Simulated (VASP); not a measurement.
# Ga: nudged elastic band

Ga, defect, 15 atoms in the cell. PBE, nudged elastic band; PAW potentials Ga_d (PBE set).

Path: a Ga atom hops into a neighbouring Ga vacancy; Moving images: 1.

## Input

INCAR.step1:
```
PREC     = Normal         # precision mode
ENCUT    = 300            # plane-wave cutoff, eV
EDIFF    = 1E-6           # SCF threshold, eV
ISMEAR   = 1              # smearing method
SIGMA    = 0.1            # smearing width, eV
LREAL    = False          # projectors in reciprocal space
LASPH    = True           # aspherical terms in the spheres
NELM     = 100            # most SCF steps
ALGO     = Normal         # electronic algorithm
LWAVE    = False          # write WAVECAR
LCHARG   = False          # write CHGCAR
IBRION   = 2              # ionic algorithm
NSW      = 100            # ionic steps
ISIF     = 2              # what is computed and relaxed
EDIFFG   = -0.02          # ionic threshold
POTIM    = 0.5            # step
KPAR     = 8             
```

INCAR.step3, as INCAR.step1 but for:
```
- IBRION = 2
- ISIF = 2
- EDIFFG = -0.02
- POTIM = 0.5
+ IBRION = 1
+ POTIM = 0.3
+ EDIFFG = -0.05
+ SPRING = -5
+ IMAGES = 1
```

KPOINTS:
```
k-points
0
Gamma
  4 4 4
```

00/POSCAR:
```
Ga
1.0
   -2.7687974392      2.7687974392      4.6224476730
    2.7687974392     -2.7687974392      4.6224476730
    5.5375948784      5.5375948784     -9.2448953460
Ga
15
Direct
    0.0060433069      0.0060433069      0.2471972514
    0.0000000000      0.0000000000      0.5000000000
    0.9939566931      0.9939566931      0.7528027486
    0.0000000000      0.5000000000      0.0000000000
    0.9989896118      0.4804714072      0.2397305095
    0.0000000000      0.5000000000      0.5000000000
    0.0010103882      0.5195285928      0.7602694905
    0.5000000000      0.0000000000      0.0000000000
    0.4804714072      0.9989896118      0.2397305095
    0.5000000000      0.0000000000      0.5000000000
    0.5195285928      0.0010103882      0.7602694905
    0.5000000000      0.5000000000      0.0000000000
    0.4883511960      0.4883511960      0.2471972514
    0.5000000000      0.5000000000      0.5000000000
    0.5116488040      0.5116488040      0.7528027486
```

01/POSCAR:
```
Ga
1.0
   -2.7687974392      2.7687974392      4.6224476730
    2.7687974392     -2.7687974392      4.6224476730
    5.5375948784      5.5375948784     -9.2448953460
Ga
15
Direct
    0.0030216534      0.0196883201      0.2569319590
   -0.0005051710      0.0069022500      0.5031985395
    0.9969783466      1.0136450132      0.7597347076
   -0.0030215552      0.5136451114      0.0097347537
    0.9999999769      0.2666667870      0.1333333819
    0.0030215552      0.5196882219      0.5069319130
    0.0005051941      0.5264309630      0.7634680786
    0.5058243960      0.0224910627      0.0097347537
    0.4902357036      1.0161614726      0.2531985881
    0.4941756040      0.0108422707      0.5069319130
    0.5097642964      0.0171718607      0.7634680786
    0.5097644167      0.5171718376      0.0134681272
    0.4941755980      0.5108422647      0.2569319590
    0.4902355833      0.5161614957      0.5031985395
    0.5058244020      0.5224910687      0.7597347076
```

02/POSCAR:
```
Ga
1.0
   -2.7687974392      2.7687974392      4.6224476730
    2.7687974392     -2.7687974392      4.6224476730
    5.5375948784      5.5375948784     -9.2448953460
Ga
15
Direct
    0.0000000000      0.0333333333      0.2666666667
   -0.0010103419      0.0138045000      0.5063970790
    1.0000000000      1.0333333333      0.7666666667
   -0.0060431104      0.5272902229      0.0194695074
    1.0010103419      0.0528621667      0.0269362543
    0.0060431104      0.5393764438      0.5138638259
    0.0000000000      0.5333333333      0.7666666667
    0.5116487920      0.0449821253      0.0194695074
    0.5000000000      1.0333333333      0.2666666667
    0.4883512080      0.0216845414      0.5138638259
    0.5000000000      0.0333333333      0.7666666667
    0.5195288334      0.5343436753      0.0269362543
    0.5000000000      0.5333333333      0.2666666667
    0.4804711666      0.5323229914      0.5063970790
    0.5000000000      0.5333333333      0.7666666667
```

POSCAR.step1:
```
Ga
1.0
   -2.7687974392      2.7687974392      4.6224476730
    2.7687974392     -2.7687974392      4.6224476730
    5.5375948784      5.5375948784     -9.2448953460
Ga
15
Direct
    0.0000000000      0.0000000000      0.2500000000
    0.0000000000      0.0000000000      0.5000000000
    0.0000000000      0.0000000000      0.7500000000
    0.0000000000      0.5000000000      0.0000000000
    0.0000000000      0.5000000000      0.2500000000
    0.0000000000      0.5000000000      0.5000000000
    0.0000000000      0.5000000000      0.7500000000
    0.5000000000      0.0000000000      0.0000000000
    0.5000000000      0.0000000000      0.2500000000
    0.5000000000      0.0000000000      0.5000000000
    0.5000000000      0.0000000000      0.7500000000
    0.5000000000      0.5000000000      0.0000000000
    0.5000000000      0.5000000000      0.2500000000
    0.5000000000      0.5000000000      0.5000000000
    0.5000000000      0.5000000000      0.7500000000
```

POSCAR.step2:
```
Ga
1.0
   -2.7687974392      2.7687974392      4.6224476730
    2.7687974392     -2.7687974392      4.6224476730
    5.5375948784      5.5375948784     -9.2448953460
Ga
15
Direct
    0.0000000000      0.0000000000      0.2500000000
    0.0000000000      0.0000000000      0.5000000000
    0.0000000000      0.0000000000      0.7500000000
    0.0000000000      0.5000000000      0.0000000000
    0.0000000000      0.0000000000      0.0000000000
    0.0000000000      0.5000000000      0.5000000000
    0.0000000000      0.5000000000      0.7500000000
    0.5000000000      0.0000000000      0.0000000000
    0.5000000000      0.0000000000      0.2500000000
    0.5000000000      0.0000000000      0.5000000000
    0.5000000000      0.0000000000      0.7500000000
    0.5000000000      0.5000000000      0.0000000000
    0.5000000000      0.5000000000      0.2500000000
    0.5000000000      0.5000000000      0.5000000000
    0.5000000000      0.5000000000      0.7500000000
```

Commands (each step's output is kept before the next begins):
```
cat potpaw_PBE.64/Ga_d/POTCAR > POTCAR
cp INCAR.step1 INCAR
cp POSCAR.step1 POSCAR
mpirun -np 8 vasp_std > vasp.out
cp POSCAR.step2 POSCAR
mpirun -np 8 vasp_std > vasp.out
# 00 and 02 hold the relaxed ends, the second shifted as a whole so that the mean position stays; the images between are interpolated (pair-distance (IDPP))
cp INCAR.step3 INCAR
mpirun -np 8 vasp_std > vasp.out
```

## Result

- Barrier (eV): 0.045
- Barrier of the reverse step (eV): 0.045
- Energy of the second end over the first (eV): 0.000
- Top of the path (share of its length): 0.50
- Length of the path (Å): 2.81
- Steps of the band: 12
- Ionic steps, all stages: 26
- Electronic steps, all stages: 254

Energy along the relaxed band:

| Image | Distance along the path (Å) | Energy above the first end (eV) | Slope along the path (eV/Å) | Largest force across the path (eV/Å) |
|---|---|---|---|---|
| 0 | 0.000 | 0.000 | relaxed end |  |
| 1 | 1.405 | 0.045 | 0.000 | 0.049 |
| 2 | 2.809 | -0.000 | relaxed end |  |

The cell is Ga (16 atoms) with one Ga atom missing.

The two ends have the same energy within 0.01 eV.

Limits: the cell holds 15 atoms, so the vacancy or interstitial meets its own images and the barrier isn't that of a lone defect; the atom stays on the straight, symmetric line between the sites, so the barrier is an upper bound: a way around it wasn't tried; a single image in the middle can't show two humps with a dip between them, and says nothing of the springs.

VASP 6.6.1 took 702 s on 8 cores (AMD EPYC 9R45 (Zen 5)), a shared host.
